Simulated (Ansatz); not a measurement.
# TiSi2: the cost of one run

Method: DFT PBEsol, scalar-relativistic, plane waves, PAW, in Ansatz 0.2.0.

### Step 1. The system as given

Symmetry: Cmcm, No. 63, orthorhombic system. The conventional cell has a = 3.517 Å, b = 13.348 Å, c = 3.556 Å, α = 90.00°, β = 90.00°, γ = 90.00°. Ti (site symmetry m2m) is surrounded by 10 Si at 2.56 to 2.79 Å. Si (site symmetry m2m) is surrounded by 2 Si at 2.39 Å and 6 Ti at 2.56 to 2.79 Å. Around Si (site symmetry m2m) lie 4 Si at 2.50 Å and 4 Ti at 2.64 to 2.65 Å.

Structure file:

```cif
data_structure
_symmetry_space_group_name_H-M 'Cmcm'
_symmetry_Int_Tables_number 63
_cell_length_a 3.5170
_cell_length_b 13.3482
_cell_length_c 3.5556
_cell_angle_alpha 90.000
_cell_angle_beta 90.000
_cell_angle_gamma 90.000
_cell_volume 166.92
loop_
_atom_site_label
_atom_site_type_symbol
_atom_site_symmetry_multiplicity
_atom_site_Wyckoff_symbol
_atom_site_fract_x
_atom_site_fract_y
_atom_site_fract_z
_atom_site_occupancy
Ti1 Ti 4 c 0.50000 0.60248 0.75000 1
Si1 Si 4 c 0.50000 0.94001 0.75000 1
Si2 Si 4 c 0.00000 0.75028 0.75000 1
```

It goes back to an entry of the Materials Project, which need not be the stable form.

This cell was relaxed beforehand with the same method: volume 13.91 Å³/atom, gap on the mesh none (metal).

### Step 2. Point at V/V0 = 0.97

input.yaml

```yaml
crystal:
  lattice:
    - [1.7407606994, -6.6067039962, 0.0]
    - [1.7407606994, 6.6067039962, 0.0]
    - [0.0, 0.0, 3.5196974169]
  atoms:
    - { symbol: Ti, position: [0.8975172572, 0.1024827428, 0.75] }
    - { symbol: Ti, position: [0.1024827428, 0.8975172572, 0.25] }
    - { symbol: Si, position: [0.5599863171, 0.4400136829, 0.75] }
    - { symbol: Si, position: [0.4400136829, 0.5599863171, 0.25] }
    - { symbol: Si, position: [0.2497198023, 0.7502801977, 0.75] }
    - { symbol: Si, position: [0.7502801977, 0.2497198023, 0.25] }
basis:
  ecutwfc: 420
kpoints:
  mp_grid: { grid: [10, 10, 10] }
hamiltonian:
  xc: pbesol
scf:
  occupations: { method: gaussian, width: 0.1 }
output:
  forces: true
  stress: true
  eigenvalues: true
relax:
  adjacent_minimum: "off"
  f_tol: 0.01
  max_steps: 30
  cell: { stress_tol: 0.1, fix: [volume] }
```

Started as:

```bash
ansatz run input.yaml --threads 1 --pin off --max-ram 2560MiB --backend cpu --events-out ev --progress --plain --runs-dir out
```

What time and memory should one allow on 1 thread of Intel Xeon Platinum 8259CL at 2.50GHz (Skylake/Cascade Lake), shared host?

About 2.2 min, with a peak of 0.68 GiB.
